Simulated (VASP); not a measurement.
# Ag: relaxation of cell and atoms with PBEsol

Crystal: Ag.

```
Ag
1.0
     0.00000    2.04275    2.04275
     2.04275    0.00000    2.04275
     2.04275    2.04275    0.00000
Ag
1
Cartesian
  0.0000 0.0000 0.0000
```

```json
{"Program": "VASP 6.6.1", "Task": "relaxation of cell and atoms", "Functional": "PBEsol", "Potentials or basis": "VASP PAW PBE potentials, release 64 (Ag)", "Cutoff": "600 eV", "k mesh": "16 × 16 × 16", "Occupations": "methfessel-paxton, width 0.1 eV", "Spin": "no spin polarisation", "Further INCAR settings": "ALGO = Normal; EDIFF = 1e-06; IBRION = 2; EDIFFG = -0.01; NSW = 90; ISIF = 3"}
```

```
Relaxed volume                         : 16.63 Å³/atom
Relaxed cell                           : a = 2.865 Å, b = 2.865 Å, c = 2.865 Å, α = 60.00°, β = 60.00°, γ = 60.00°
Space group after relaxing (to 0.05 Å) : Fm-3m (No. 225)
Energy gained by relaxing              : 3.8 meV/atom
Ionic steps                            : 3
Pressure after relaxing                : 0.0 GPa
Band gap on the k mesh                 : none (metal or under the smearing width)
```

The path:
```csv
step,energy change (eV),largest force (eV/Å),pressure (GPa),volume (Å³)
1,0.0000,0.0000,-2.79,17.05
2,-0.0017,0.0000,2.30,16.33
3,-0.0038,0.0000,-0.01,16.63
```

Final structure:
```
Ag
1.0
     0.00000    2.02576    2.02576
     2.02576    0.00000    2.02576
     2.02576    2.02576    0.00000
Ag
1
Direct
  0.00000 0.00000 0.00000
```

Levels at points of the mesh, in eV from the Fermi level:
| k point | band 2 | band 3 | band 4 | band 5 | band 6 | band 7 | band 8 | band 9 |
| --- | --- | --- | --- | --- | --- | --- | --- | --- |
| (0.00, 0.00, 0.00) | -4.80 | -4.80 | -4.80 | -3.70 | -3.70 | 16.10 | 19.82 | 19.82 |
| (0.50, 0.00, 0.00) | -4.82 | -4.82 | -2.87 | -2.87 | -0.46 | 3.79 | 15.34 | 18.14 |
| (0.50, 0.50, 0.00) | -6.38 | -2.90 | -2.65 | -2.65 | 1.58 | 6.98 | 10.79 | 10.79 |

Run time: 20 s on 1 thread of Intel(R) Xeon(R) Platinum 8488C (Sapphire Rapids), with other jobs on the host, peak memory 0.17 GiB.

Caveat: the PAW data sets were made with another functional, which shifts forces and pressure a little.
